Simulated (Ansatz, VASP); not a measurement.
## AgCl in VASP and in Ansatz

POSCAR

```
AgCl
1.0
    3.4339730000      0.0000000000      0.0000000000
    0.0000000000      3.4339730000      0.0000000000
    0.0000000000      0.0000000000      3.4339730000
Ag Cl
1 1
Direct
    0.0000000000      0.0000000000      0.0000000000
    0.5000000000      0.4708792119      0.5000000000
```

Contents of INCAR.step1:

```
  PREC = Accurate
  ENCUT = 520
  ISMEAR = 0
  SIGMA = 0.05
  LREAL = F
  LASPH = T
  NELM = 100
  NBANDS = 16
  GGA = PE
  ALGO = Normal
  EDIFF = 1E-4
  LWAVE = T
  LCHARG = F
```

INCAR.step2

```
  PREC = Accurate
  ENCUT = 520
  EDIFF = 1E-6
  ISMEAR = 0
  SIGMA = 0.05
  LREAL = F
  LASPH = T
  NELM = 100
  ALGO = Normal
  ISIF = 2
  LWAVE = F
  LCHARG = F
  METAGGA = R2SCAN
  LMIXTAU = T
  NBANDS = 16
  ISTART = 1
```

KPOINTS

```
Automatic mesh
0
Gamma
  8 8 8
```

Input for Ansatz:

```yaml
crystal:
  lattice:
    - [3.433973, 0.0, 0.0]
    - [0.0, 3.433973, 0.0]
    - [0.0, 0.0, 3.433973]
  atoms:
    - { symbol: Ag, position: [0.0, 0.0, 0.0] }
    - { symbol: Cl, position: [0.5, 0.4708792119, 0.5] }
basis:
  ecutwfc: 500
kpoints:
  mp_grid: { grid: [8, 8, 8] }
hamiltonian:
  xc: r2scan
scf:
  occupations: { method: gaussian, width: 0.05 }
output:
  forces: true
  stress: true
  eigenvalues: true
```

Alike in both runs: task single point; functional r2SCAN; k mesh 8 × 8 × 8; occupations gaussian, width 0.05 eV; no spin polarisation.

```csv
,VASP,Ansatz
version,VASP 6.6.1,Ansatz 0.2.0
potentials or method,"VASP PAW PBE potentials, release 64 (Ag, Cl)","scalar-relativistic, plane waves, PAW"
plane-wave cutoff (eV),520,500
valence electrons in the cell,18,26
```

Ansatz gave:

| Property | Result |
| --- | --- |
| gap on the k mesh at the Fermi level (eV) | 1.20 |
| least direct gap on the mesh (eV) | 2.69 |
| pressure (GPa) | -1.7 |
| rms of the force components (eV/Å) | 0.014 |

Estimate VASP's values.

gap on the k mesh at the Fermi level (eV): 1.16; least direct gap on the mesh (eV): 2.66; pressure (GPa): -1.7; rms of the force components (eV/Å): 0.015.

Atom by atom the forces differ by 0.001 eV/Å (rms over components). The two sets of potentials don't hold the same shells in valence.

Caveats: the PAW data sets were made with another functional, which shifts forces and pressure a little (VASP). A k mesh can miss the band edges.
